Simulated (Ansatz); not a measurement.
**Electron scattering at the Σ3 (111) boundary in bcc Ta with O (interstitial)**

Aim: the relaxed structure and the specific resistance of the Σ3 (111) boundary in bcc Ta with O (interstitial).

Method: Ansatz plane-wave DFT, PBE, PAW files; relaxation of a bicrystal slab with its lowest layers held; PAW set soft_1, in the first sound run; inputs show where later runs differ, in Ansatz 0.2.0.

### Step 1. The starting structure

The cell holds 20 atoms: 19 Ta and 1 O. Cell: a = 4.671 Å, b = 4.671 Å, c = 29.114 Å, α = 90.0°, β = 90.0°, γ = 120.0°. It derives from Ta. built on the (1 1 1) plane; 2 overlapping atoms removed and the grains opened by 0 Å. Vacuum lies along c.

### Step 2. Relaxing the bicrystal

The boundary is built by mirroring the lower grain in the boundary plane and removing any atoms that overlap; then the O is put in at the boundary. A thin bicrystal slab is relaxed first, with the lowest layers held and the upper grain free to shift and open.

input.yaml

```yaml
crystal:
  lattice:
    - [4.6705251426, 0.0, 0.0]
    - [-2.3352625713, 4.0447934225, 0.0]
    - [0.0, 0.0, 29.1139720975]
  atoms:
    - { symbol: Ta, position: [0.3333333334, 0.6666666667, 0.171738847] }
    - { symbol: Ta, position: [0.6666666667, 0.3333333334, 0.2044848753] }
    - { symbol: Ta, position: [0.0, 0.0, 0.2372309035] }
    - { symbol: Ta, position: [0.3333333334, 0.6666666667, 0.2699769317] }
    - { symbol: Ta, position: [0.6666666667, 0.3333333334, 0.30272296] }
    - { symbol: Ta, position: [0.0, 0.0, 0.3354689882] }
    - { symbol: Ta, position: [0.3333333333, 0.6666666667, 0.3682150165] }
    - { symbol: Ta, position: [0.6666666667, 0.3333333333, 0.4009610447] }
    - { symbol: Ta, position: [0.0, 0.0, 0.4337070729] }
    - { symbol: O, position: [0.5, 0.1666666667, 0.4680548423] }
    - { symbol: Ta, position: [0.3333333333, 0.6666666667, 0.4991991294] }
    - { symbol: Ta, position: [0.0, 0.0, 0.5319451577] }
    - { symbol: Ta, position: [0.6666666667, 0.3333333334, 0.5646911859] }
    - { symbol: Ta, position: [0.3333333334, 0.6666666667, 0.5974372141] }
    - { symbol: Ta, position: [0.0, 0.0, 0.6301832424] }
    - { symbol: Ta, position: [0.6666666667, 0.3333333334, 0.6629292706] }
    - { symbol: Ta, position: [0.3333333334, 0.6666666667, 0.6956752989] }
    - { symbol: Ta, position: [0.0, 1.0e-10, 0.7284213271] }
    - { symbol: Ta, position: [0.6666666667, 0.3333333334, 0.7611673553] }
    - { symbol: Ta, position: [0.3333333334, 0.6666666668, 0.7939133836] }
kpoints:
  mp_grid: { grid: [6, 6, 1] }
hamiltonian:
  xc: pbe
  pseudopotentials: { kind: paw, azcp: { folder: soft_1 } }
scf:
  occupations: { method: fermi_dirac, width: 0.1 }
relax:
  f_tol: 0.03
  max_steps: 80
  constraints: [{ sites: [0, 1, 2, 3] }]
```

On the command line:

```
ansatz run input.yaml --threads 4 --pin off --max-ram 15360MiB --backend cpu --events-out ev --progress --plain --runs-dir out
```

Numbers of over 12 decimals in the logs are rounded to 6 here.

What it wrote:

```text
Engine: ansatz 0.2.0, aarch64-unknown-linux-gnu
Pseudopotentials: kind: paw
Pseudopotential: Ta, paw, valence charge 13, recommended cutoff 420 eV (normal), soft_1/Ta.paw.azcp
Pseudopotential: O, paw, valence charge 6, recommended cutoff 420 eV (normal), soft_1/O.paw.azcp
Functional definition: PBE
  parameter kappa = 0.804
  parameter beta = 0.066725
  exchange = pbe_x(kappa = kappa, mu = beta*pi^2/3)
  correlation = pbe_c(beta = beta)
Crystal: 20 atoms, lattice volume = 550.001 Å³
Basis set: ecut = 420 eV, 10783 PW (Γ), exchange–correlation on 64×64×400 points (8 copies of the dense FFT grid, shifted against one another)
Bands: 152, of which v1, the nominal top of the filled ones, is band 127 counted from 1 (126 counted from 0)
Symmetry: 1 space group operations
Space group: P1 (ITA 1), of the structure as read, at distance tolerance 8.2e-5 Å
k-points: 20 of 36 (time reversal used)
Non-local potential: Ta, projectors of the file, l = 0: 3, l = 1: 2, l = 2: 2, l = 3: 1
Non-local potential: O, projectors of the file, l = 0: 2, l = 1: 2, l = 2: 1
PAW form: soft (Blöchl's): semilocal exchange-correlation on the pseudo side does not see the compensation charge
PAW one-centre angular grid: Ta, 590 points (default); XC on 64 Gauss nodes
PAW one-centre angular grid: O, 110 points (default); XC on 64 Gauss nodes
Initial density: superposition of atomic densities (neutral atoms: chi_scale 0, normalization atom)
Initial wavefunctions: pseudopotential atomic-orbital guess
Functional: x = pbe(κ = 0.804, μ = 0.219515), c = pbe(β = 0.066725)
SCF iter   1: F=—  HF=-189302.829636 eV  |F-HF|=—  |Δ(HF+E_count)|=         —  Δρ=5.80e-2  dr2=2.35e2  ethr=3.10e-3  ⟨swp⟩=8.9  Hψ=14303  notcnv=0  defer=2
preconditioner: auto → LDOS  [metal: Δε(μ)=0.019 eV  Ē_g=4.411 eV  σ=0.100 eV  W_gap=0.05  n_scr=124 (ndim 8)  ℏωp=15.8 eV  f_vac=0.277  D(μ)=14.92/eV (n_scr^D=110)  β→1.0]
SCF iter   2: F=—  HF=-189316.261575 eV  |F-HF|=—  |Δ(HF+E_count)|=    1.34e1  Δρ=8.35e-2  dr2=1.47e3  ethr=3.10e-3  ⟨swp⟩=17.1  Hψ=27681  notcnv=0  defer=35  recentre
SCF iter   3: F=—  HF=-189293.665698 eV  |F-HF|=—  |Δ(HF+E_count)|=    2.26e1  Δρ=3.27e-2  dr2=9.17e1  ethr=3.10e-3  ⟨swp⟩=14.8  Hψ=16116  notcnv=0  defer=41
SCF iter   4: F=—  HF=-189289.909329 eV  |F-HF|=—  |Δ(HF+E_count)|=    3.76e0  Δρ=9.87e-3  dr2=8.66e0  ethr=3.10e-3  ⟨swp⟩=8.4  Hψ=6804  notcnv=0  defer=27
SCF iter   5: F=—  HF=-189289.661659 eV  |F-HF|=—  |Δ(HF+E_count)|=   2.48e-1  Δρ=5.87e-3  dr2=4.76e0  ethr=3.10e-3  ⟨swp⟩=4.5  Hψ=4385  notcnv=0  defer=13
SCF iter   6: F=—  HF=-189289.618323 eV  |F-HF|=—  |Δ(HF+E_count)|=   4.33e-2  Δρ=1.42e-3  dr2=1.07e-1  ethr=1.88e-3  ⟨swp⟩=2.9  Hψ=3678  notcnv=0  defer=13
SCF iter   7: F=—  HF=-189289.600624 eV  |F-HF|=—  |Δ(HF+E_count)|=   1.77e-2  Δρ=6.46e-4  dr2=3.76e-2  ethr=4.22e-5  ⟨swp⟩=2.5  Hψ=4440  notcnv=0  defer=11
SCF iter   8: F=—  HF=-189289.598615 eV  |F-HF|=—  |Δ(HF+E_count)|=   2.01e-3  Δρ=2.87e-4  dr2=1.24e-3  ethr=1.49e-5  ⟨swp⟩=2.2  Hψ=4033  notcnv=0  defer=9
SCF iter   9: F=—  HF=-189289.599019 eV  |F-HF|=—  |Δ(HF+E_count)|=   4.05e-4  Δρ=9.84e-5  dr2=1.03e-3  ethr=4.90e-7  ⟨swp⟩=3.4  Hψ=6380  notcnv=0  defer=9
SCF iter  10: F=—  HF=-189289.598992 eV  |F-HF|=—  |Δ(HF+E_count)|=   2.79e-5  Δρ=4.27e-5  dr2=2.05e-4  ethr=4.09e-7  ⟨swp⟩=1.4  Hψ=3097  notcnv=0  defer=9
SCF iter  11: F=-189289.598988 eV  HF=-189289.598991 eV  |F-HF|=2.56e-6  |Δ(HF+E_count)|=   8.15e-7  Δρ=1.14e-5  dr2=3.73e-6  ethr=8.89e-9  ⟨swp⟩=4.0  Hψ=10329  notcnv=0
SCF 1 converged in 11 iterations: F = -189289.598988 eV  dr2 = 3.73e-6
  greatest PAW one-centre occupation: 0.999 electrons in one spin orbital (limit 2), on the Ta atom at site 5 (counted from 0), in its partial waves of l = 0
relax step   1: F+E_penalty+E_count = -189289.59898816 eV  Δ(F+E_penalty+E_count) = +0.000e0 eV  max|allowed force component| = 1.844e0 eV/Å  Δτ_max = 0.0000 Å  (11 SCF iters, dr2 threshold 2.25e-5 eV, accepted)
Initial density: handed on by an earlier stage of this run
Initial wavefunctions: those handed on with the density
iter 1 solved again at ethr=2.71e-3 eV; its pass at ethr=3.10e-3 eV (dr2=6.86e0 eV) is discarded
SCF iter   1: F=—  HF=-189290.917400 eV  |F-HF|=—  |Δ(HF+E_count)|=         —  Δρ=1.27e-2  dr2=6.99e0  ethr=2.71e-3  ⟨swp⟩=1.2  Hψ=10855  notcnv=0  defer=5
preconditioner: auto → LDOS  [metal: Δε(μ)=0.002 eV  Ē_g=3.841 eV  σ=0.100 eV  W_gap=0.01  n_scr=124 (ndim 8)  ℏωp=15.8 eV  f_vac=0.287  D(μ)=26.47/eV (n_scr^D=230)  β→1.0]
SCF iter   2: F=—  HF=-189290.635399 eV  |F-HF|=—  |Δ(HF+E_count)|=   2.82e-1  Δρ=5.06e-3  dr2=4.91e-1  ethr=2.71e-3  ⟨swp⟩=3.4  Hψ=3875  notcnv=0  defer=7
SCF iter   3: F=—  HF=-189290.600690 eV  |F-HF|=—  |Δ(HF+E_count)|=   3.47e-2  Δρ=2.04e-3  dr2=7.10e-2  ethr=1.94e-4  ⟨swp⟩=2.8  Hψ=5805  notcnv=0  defer=9
SCF iter   4: F=—  HF=-189290.588825 eV  |F-HF|=—  |Δ(HF+E_count)|=   1.19e-2  Δρ=4.58e-4  dr2=5.89e-3  ethr=2.80e-5  ⟨swp⟩=2.7  Hψ=5499  notcnv=0  defer=9
SCF iter   5: F=—  HF=-189290.588706 eV  |F-HF|=—  |Δ(HF+E_count)|=   1.19e-4  Δρ=1.43e-4  dr2=3.37e-4  ethr=2.33e-6  ⟨swp⟩=2.1  Hψ=4077  notcnv=0  defer=8
SCF iter   6: F=-189290.588693 eV  HF=-189290.588756 eV  |F-HF|=6.28e-5  |Δ(HF+E_count)|=   4.96e-5  Δρ=6.19e-5  dr2=8.87e-5  ethr=3.95e-8  ⟨swp⟩=3.0  Hψ=11882  notcnv=0
SCF 2 converged in 6 iterations: F = -189290.588693 eV  dr2 = 8.87e-5
  greatest PAW one-centre occupation: 0.999 electrons in one spin orbital (limit 2), on the Ta atom at site 3 (counted from 0), in its partial waves of l = 0
relax step   2: F+E_penalty+E_count = -189290.58869299 eV  Δ(F+E_penalty+E_count) = -9.897e-1 eV  max|allowed force component| = 1.304e0 eV/Å  Δτ_max = 0.1949 Å  (6 SCF iters, dr2 threshold 1.00e-4 eV, accepted)
iter 1 solved again at ethr=7.35e-4 eV; its pass at ethr=3.10e-3 eV (dr2=1.86e0 eV) is discarded
SCF iter   1: F=—  HF=-189291.354343 eV  |F-HF|=—  |Δ(HF+E_count)|=         —  Δρ=8.80e-3  dr2=1.97e0  ethr=7.35e-4  ⟨swp⟩=2.2  Hψ=9892  notcnv=0  defer=10
preconditioner: auto → LDOS  [metal: Δε(μ)=0.004 eV  Ē_g=3.900 eV  σ=0.100 eV  W_gap=0.01  n_scr=124 (ndim 8)  ℏωp=15.8 eV  f_vac=0.289  D(μ)=25.36/eV (n_scr^D=218)  β→1.0]
SCF iter   2: F=—  HF=-189291.240419 eV  |F-HF|=—  |Δ(HF+E_count)|=   1.14e-1  Δρ=3.24e-3  dr2=8.49e-2  ethr=7.35e-4  ⟨swp⟩=2.6  Hψ=4558  notcnv=0  defer=8
SCF iter   3: F=—  HF=-189291.235149 eV  |F-HF|=—  |Δ(HF+E_count)|=   5.27e-3  Δρ=1.45e-3  dr2=1.85e-2  ethr=3.35e-5  ⟨swp⟩=2.2  Hψ=5962  notcnv=0  defer=7
SCF iter   4: F=—  HF=-189291.231076 eV  |F-HF|=—  |Δ(HF+E_count)|=   4.07e-3  Δρ=2.37e-4  dr2=5.65e-4  ethr=7.31e-6  ⟨swp⟩=2.4  Hψ=5252  notcnv=0  defer=7
SCF iter   5: F=-189291.230955 eV  HF=-189291.230984 eV  |F-HF|=2.88e-5  |Δ(HF+E_count)|=   9.15e-5  Δρ=8.14e-5  dr2=6.24e-5  ethr=3.95e-8  ⟨swp⟩=3.0  Hψ=12980  notcnv=0
SCF 3 converged in 5 iterations: F = -189291.230955 eV  dr2 = 6.24e-5
  greatest PAW one-centre occupation: 0.999 electrons in one spin orbital (limit 2), on the Ta atom at site 17 (counted from 0), in its partial waves of l = 0
relax step   3: F+E_penalty+E_count = -189291.23095535 eV  Δ(F+E_penalty+E_count) = -6.423e-1 eV  max|allowed force component| = 1.333e0 eV/Å  Δτ_max = 0.1961 Å  (5 SCF iters, dr2 threshold 1.00e-4 eV, accepted)
[...]
relax step   4: F+E_penalty+E_count = -189291.63584070 eV  Δ(F+E_penalty+E_count) = -4.049e-1 eV  max|allowed force component| = 4.579e-1 eV/Å  Δτ_max = 0.1955 Å  (6 SCF iters, dr2 threshold 1.00e-4 eV, accepted)
[...]
relax step   5: F+E_penalty+E_count = -189291.88682715 eV  Δ(F+E_penalty+E_count) = -2.510e-1 eV  max|allowed force component| = 3.149e-1 eV/Å  Δτ_max = 0.2000 Å  (7 SCF iters, dr2 threshold 2.47e-5 eV, accepted)
[...]
relax step   6: F+E_penalty+E_count = -189292.03074235 eV  Δ(F+E_penalty+E_count) = -1.439e-1 eV  max|allowed force component| = 1.566e-1 eV/Å  Δτ_max = 0.1947 Å  (8 SCF iters, dr2 threshold 1.17e-5 eV, accepted)
[...]
relax step   7: F+E_penalty+E_count = -189292.06922343 eV  Δ(F+E_penalty+E_count) = -3.848e-2 eV  max|allowed force component| = 1.654e-1 eV/Å  Δτ_max = 0.1767 Å  (8 SCF iters, dr2 threshold 6.06e-6 eV, accepted)
[...]
relax step   8: F+E_penalty+E_count = -189292.07444163 eV  Δ(F+E_penalty+E_count) = -5.218e-3 eV  max|allowed force component| = 4.853e-2 eV/Å  Δτ_max = 0.0286 Å  (5 SCF iters, dr2 threshold 6.76e-6 eV, accepted)
SCF iter   1: F=—  HF=-189292.075445 eV  |F-HF|=—  |Δ(HF+E_count)|=         —  Δρ=8.17e-4  dr2=3.68e-3  ethr=6.09e-5  ⟨swp⟩=2.2  Hψ=5125  notcnv=0  defer=6
preconditioner: auto → LDOS  [metal: Δε(μ)=0.016 eV  Ē_g=4.035 eV  σ=0.100 eV  W_gap=0.04  n_scr=124 (ndim 8)  ℏωp=15.8 eV  f_vac=0.307  D(μ)=23.98/eV (n_scr^D=194)  β→1.0]
SCF iter   2: F=—  HF=-189292.075053 eV  |F-HF|=—  |Δ(HF+E_count)|=   3.91e-4  Δρ=2.61e-4  dr2=4.32e-4  ethr=1.45e-6  ⟨swp⟩=2.0  Hψ=6016  notcnv=0  defer=6
SCF iter   3: F=—  HF=-189292.074966 eV  |F-HF|=—  |Δ(HF+E_count)|=   8.75e-5  Δρ=8.00e-5  dr2=6.83e-5  ethr=1.71e-7  ⟨swp⟩=2.0  Hψ=5546  notcnv=0  defer=6
SCF iter   4: F=—  HF=-189292.074989 eV  |F-HF|=—  |Δ(HF+E_count)|=   2.36e-5  Δρ=2.39e-5  dr2=4.43e-6  ethr=2.70e-8  ⟨swp⟩=2.5  Hψ=5286  notcnv=0  defer=6
SCF iter   5: F=—  HF=-189292.074989 eV  |F-HF|=—  |Δ(HF+E_count)|=   6.42e-7  Δρ=7.01e-6  dr2=5.27e-7  ethr=1.75e-9  ⟨swp⟩=2.8  Hψ=5687  notcnv=0  defer=6
SCF iter   6: F=-189292.074989 eV  HF=-189292.074989 eV  |F-HF|=3.87e-8  |Δ(HF+E_count)|=   8.66e-8  Δρ=2.25e-6  dr2=8.74e-8  ethr=3.95e-11  ⟨swp⟩=5.1  Hψ=11478  notcnv=0
SCF 9 converged in 6 iterations: F = -189292.074989 eV  dr2 = 8.74e-8
relax step   9: F+E_penalty+E_count = -189292.07498856 eV  Δ(F+E_penalty+E_count) = -5.469e-4 eV  max|allowed force component| = 2.785e-2 eV/Å  Δτ_max = 0.0181 Å  (6 SCF iters, accepted)
SCF converged after 6 iterations
Free energy (F): -189292.074989 eV
Harris-Foulkes:  -189292.074989 eV  (|F-HF|=3.87e-8)
Internal energy: -189291.292304 eV  (E = F + TS)
E sigma→0 (E₀):  -189291.683647 eV
Entropy (-TS):   -0.782684 eV (-39.134 meV/atom)
Fermi energy:    10.508735 eV
--- Per-component energies (eV) ---
  E_band       = -4033.969568
  E_kinetic    = 7635.515120
  E_local      = -209585.404740  (includes V_loc(G=0)·N_el)
  E_nonlocal   = -156.250188
  E_hartree    = 102295.131865
  E_xc         = -6166.469658
  E_vxc        = -4518.668935  (∫ρ·V_xc dr)
  E_paw        = -157949.539777  (= ΣΔE_a)
  E_vpaw       = -1999.458366  (= ΣTr[D̂ρ^β])
  E_aug_tail   = 0.002545  (compensation charges beyond the density's cutoff)
  E_ewald      = 74635.722528
  E_smearing   = -0.782684  (= −TS)
  E_closure    = -0.000000  (closes the sum)
  Σ components = -189292.074989   (vs F -189292.074989, Δ=0.00e0)
--- Forces (eV/Å), atoms counted from 1 ---
  atom   1  Ta    -0.01045027    -0.00602357     1.80852369
  atom   2  Ta    -0.00845231    -0.00512084     0.20403759
  atom   3  Ta     0.01698393     0.00976005    -1.36568634
  atom   4  Ta     0.00781289     0.00408105    -0.64448740
  atom   5  Ta    -0.00221663     0.00104265    -0.00203753
  atom   6  Ta     0.00086595    -0.00065314    -0.00280761
  atom   7  Ta    -0.00065030    -0.00270909     0.00139925
  atom   8  Ta     0.00008724    -0.00102918     0.00274887
  atom   9  Ta     0.00810427     0.00450969     0.00509241
  atom  10  O     -0.00048001    -0.00084991    -0.01168838
  atom  11  Ta    -0.00216062     0.00121597     0.00287745
  atom  12  Ta    -0.01042081    -0.00428065     0.00595006
  atom  13  Ta    -0.00008464     0.00190830     0.00218444
  atom  14  Ta     0.00572850    -0.00250123    -0.00045849
  atom  15  Ta    -0.00127715    -0.00307526    -0.00211184
  atom  16  Ta     0.01587574    -0.00329601    -0.00820952
  atom  17  Ta     0.01132088    -0.00260096     0.00151575
  atom  18  Ta    -0.00021466    -0.00100019    -0.02784906
  atom  19  Ta    -0.01750452     0.00532047     0.01048574
  atom  20  Ta    -0.01294961     0.00532258     0.02046686
  max |Σ_I F_I| component: 8.21e-5 eV/Å
--- Relaxed structure (9 steps of the walk, 9 accepted, 0 SCFs on fresh bases) ---
  F+E_penalty+E_count = -189292.07498856 eV   max|allowed force component| = 2.785e-2 eV/Å
  atoms:
    - { symbol: Ta, position: [0.333333, 0.666667, 0.171738847] }
    - { symbol: Ta, position: [0.666667, 0.3333333334, 0.204485] }
    - { symbol: Ta, position: [0.0, 0.0, 0.237231] }
    - { symbol: Ta, position: [0.333333, 0.666667, 0.2699769317] }
    - { symbol: Ta, position: [0.665530, 0.332741, 0.302584] }
    - { symbol: Ta, position: [-0.00601818, -0.00298562, 0.333390] }
    - { symbol: Ta, position: [0.330633, 0.665342, 0.370838] }
    - { symbol: Ta, position: [0.661914, 0.330930, 0.404578] }
    - { symbol: Ta, position: [-0.012068, -0.00610999, 0.426882] }
    - { symbol: O, position: [0.408822, 0.204297, 0.473818] }
    - { symbol: Ta, position: [0.359422, 0.679440, 0.473807] }
    - { symbol: Ta, position: [-0.011500, -0.00605404, 0.520761] }
    - { symbol: Ta, position: [0.663573, 0.331501, 0.542987] }
    - { symbol: Ta, position: [0.332221, 0.665899, 0.576638] }
    - { symbol: Ta, position: [-0.00401197, -0.00232052, 0.614521] }
    - { symbol: Ta, position: [0.666286, 0.332669, 0.644139] }
    - { symbol: Ta, position: [0.334859, 0.666623, 0.675888] }
    - { symbol: Ta, position: [0.00130256, -0.000783249, 0.714262] }
    - { symbol: Ta, position: [0.667545, 0.331797, 0.740597] }
    - { symbol: Ta, position: [0.333649, 0.664376, 0.766662] }
```

It took 8.5 min on 4 threads of Arm Neoverse V1, shared host; peak memory 2.3 GiB.

This run has no spin polarisation although its electron count is odd.

The steps of the relaxation:

| step | energy less that of the first step (eV) | largest force component (eV/Å) |
| --- | --- | --- |
| 1 | 0.0000 | 1.8439 |
| 2 | -0.9897 | 1.3042 |
| 3 | -1.6320 | 1.3334 |
| 4 | -2.0369 | 0.4579 |
| 5 | -2.2878 | 0.3149 |
| 6 | -2.4318 | 0.1566 |
| 7 | -2.4702 | 0.1654 |
| 8 | -2.4755 | 0.0485 |
| 9 | -2.4760 | 0.0278 |

The atoms that moved most (Å):

| atom | dx | dy | dz | length |
| --- | --- | --- | --- | --- |
| Ta20 | 0.007 | -0.009 | -0.793 | 0.793 |
| Ta11 | 0.092 | 0.052 | -0.739 | 0.747 |
| Ta13 | -0.010 | -0.007 | -0.632 | 0.632 |
| Ta14 | -0.003 | -0.003 | -0.606 | 0.606 |
| Ta19 | 0.008 | -0.006 | -0.599 | 0.599 |
| Ta17 | 0.007 | 0.000 | -0.576 | 0.576 |
| O10 | -0.514 | 0.152 | 0.168 | 0.561 |
| Ta16 | 0.000 | -0.003 | -0.547 | 0.547 |

Numbers from this step:

- free energy: -189292.0750 eV
- energy at zero smearing: -189291.6836 eV
- Fermi energy: 10.51 eV

The largest force component on a free atom ends at 0.028 eV/Å, under the tolerance of 0.03, after 9 steps.

(Part 1 of 2 ends here.)

[Logs are printed without paths, hosts, clocks, repeated set-up lines and the standing remarks that a program may print on its own settings, such as how far it seeks lower states.]

[Hosts, paths, dates, database ids (printed as entryN), source tags and the programs' standing remarks are cut or masked in the printed files.]
